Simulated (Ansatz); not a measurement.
**Clamped-ion strain scan in TiAl**

All numbers below come from DFT PBEsol, scalar-relativistic, plane waves, PAW in Ansatz 0.2.0. The runs took a 420 eV cutoff, a Γ-centred 16×16×16 mesh and Gaussian smearing (0.15 eV). No spin polarisation. Energies are free energies at this smearing, counted from the undisturbed cell; pressure is positive in compression.

The undisturbed cell (as given, not relaxed at this level; it stands at -2.4 GPa, and it needn't be the usual structure):

```
Ti Al
1.0
     3.17906    0.00000    0.00000
     0.00000    3.17906    0.00000
     0.00000    0.00000    3.17906
Ti Al
1 1
Direct
  0.00000 0.00000 0.00000
  0.50000 0.50000 0.50000
```

The cell is strained by ε times the Voigt pattern (0, 0, 0, 0, 0, 1) (xx, yy, zz, yz, xz, xy; engineering shear) with fractional coordinates fixed. The cell is metallic on the mesh throughout.

| ε | ΔE (meV/atom) | stress summed along the pattern (GPa, tension positive) |
| --- | --- | --- |
| -0.0600 | 12.4 | -4.29 |
| -0.0300 | 3.0 | -2.06 |
| 0.0000 | 0.0 | 0.00 |
| 0.0075 | 0.2 | 0.51 |
| 0.0150 | 0.8 | 1.02 |
| 0.0225 | 1.7 | 1.54 |
| 0.0375 | 4.7 | 2.60 |
| 0.0450 | 6.9 | 3.15 |
| 0.0525 | 9.4 | 3.71 |

By symmetry 0.0600 repeats -0.0600, -0.0450 repeats 0.0450, 0.0300 repeats -0.0300, -0.0150 repeats 0.0150 in energy, with the opposite slope along the path.